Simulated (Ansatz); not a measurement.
# NiO: stress in a strained cell

Aim: deform NiO (zz strain of +2 %) and compute stress, forces and field gradients with LAPW, PAW and all-electron datasets made for the crystal.

Method: DFT PBE, scalar-relativistic, in Ansatz 0.2.0.

## (1) The starting structure

The structure is cubic, space group Fm-3m (No. 225). The conventional cell has a = 4.183 Å, b = 4.183 Å, c = 4.183 Å, α = 90.00°, β = 90.00°, γ = 90.00°. Around Ni (site symmetry m-3m) lie 6 O at 2.09 Å. O (site symmetry m-3m) has 6 Ni at 2.09 Å as nearest neighbours.

Coordinates:

```cif
data_structure
_symmetry_space_group_name_H-M 'Fm-3m'
_symmetry_Int_Tables_number 225
_cell_length_a 4.1826
_cell_length_b 4.1826
_cell_length_c 4.1826
_cell_angle_alpha 90.000
_cell_angle_beta 90.000
_cell_angle_gamma 90.000
_cell_volume 73.17
loop_
_atom_site_label
_atom_site_type_symbol
_atom_site_symmetry_multiplicity
_atom_site_Wyckoff_symbol
_atom_site_fract_x
_atom_site_fract_y
_atom_site_fract_z
_atom_site_occupancy
Ni1 Ni 4 a 0.00000 0.00000 0.00000 1
O1 O 4 b 0.50000 0.00000 0.00000 1
```

The file gives the conventional cell by its symmetry; the runs use the cell typed in the input.

Atoms are numbered in the order of the input: Ni1, O2.

## (2) After the deformation

Space group Fm-3m before, I4/mmm after.

## (3) LAPW, all electrons

The input, input.yaml:

```yaml
crystal:
  lattice:
    - [0.0, 2.09131, 2.1331362]
    - [2.09131, 0.0, 2.1331362]
    - [2.09131, 2.09131, 0.0]
  atoms:
    - { symbol: Ni, position: [0.0, 0.0, 0.0], spin: 1.5 }
    - { symbol: O, position: [0.5, 0.5, 0.5] }
magnetization:
  spin_polarized: true
kpoints:
  mp_grid: { grid: [17, 17, 17] }
  band_path:
    path:
      - [0.0, 0.0, 0.0]
      - [0.0, 0.5, 0.5]
      - [0.25, 0.75, 0.5]
      - [0.0, 0.5, 0.0]
      - [0.0, 0.0, 0.0]
      - [0.5, 0.5, 0.0]
      - [0.3701460977, 0.6298539023, 0.0]
      - [-0.3701460977, 0.3701460977, 0.0]
      - [0.0, 0.0, 0.0]
    npoints: 5
scf:
  occupations: { method: fermi_dirac, width: 0.03 }
hamiltonian:
  xc: pbe
  pseudopotentials: { kind: all_electron, lapw: { basis_error: 0.001 } }
output:
  forces: true
  stress: true
  eigenvalues: true
```

Launch:

```sh
> ansatz run input.yaml --threads 1 --pin off --max-ram 3072MiB --backend cpu --events-out ev --progress --plain --runs-dir out
```

## (4) Frozen-core PAW

The input, input.yaml:

```yaml
crystal:
  lattice:
    - [0.0, 2.09131, 2.1331362]
    - [2.09131, 0.0, 2.1331362]
    - [2.09131, 2.09131, 0.0]
  atoms:
    - { symbol: Ni, position: [0.0, 0.0, 0.0], spin: 1.5 }
    - { symbol: O, position: [0.5, 0.5, 0.5] }
magnetization:
  spin_polarized: true
kpoints:
  mp_grid: { grid: [17, 17, 17] }
scf:
  occupations: { method: fermi_dirac, width: 0.03 }
hamiltonian:
  xc: pbe
  pseudopotentials: { kind: paw }
output:
  forces: true
  stress: true
  eigenvalues: true
  efg: { contact_densities: true }
```

## (5) Datasets made for this crystal

Changes to input.yaml since step 4:

```diff
@@ -16,3 +16,3 @@
   xc: pbe
-  pseudopotentials: { kind: paw }
+  pseudopotentials: { kind: all_electron, datasets: crystal }
 output:
```

(Steps that only read results are left out.)

**Question.** What will these runs give? Wanted: pressure; largest shear or deviatoric stress.

As calculated:

```
                                 quantity                                           value
                                 pressure  LAPW 1.29, PAW 0.84, crystal datasets 1.28 GPa
largest shear or deviatoric stress (LAPW)                                        0.98 GPa
```

In words: The largest part of the stress beyond the pressure is 0.98 GPa in size, in the zz component; the atoms are carried along and not relaxed. No run of the undeformed cell stands beside it, so the pressure holds what the given cell had before the change. PAW: stress within 0.48 GPa of LAPW. Crystal datasets: stress within 0.01 GPa of LAPW. The magnetic state is the one reached from the start moments in this cell; it needn't be the ground state. With one magnetic atom in the cell only ferromagnetic order fits; the real order can differ. No U acts on the open 3d shell, so the metal found here may be the functional's error.
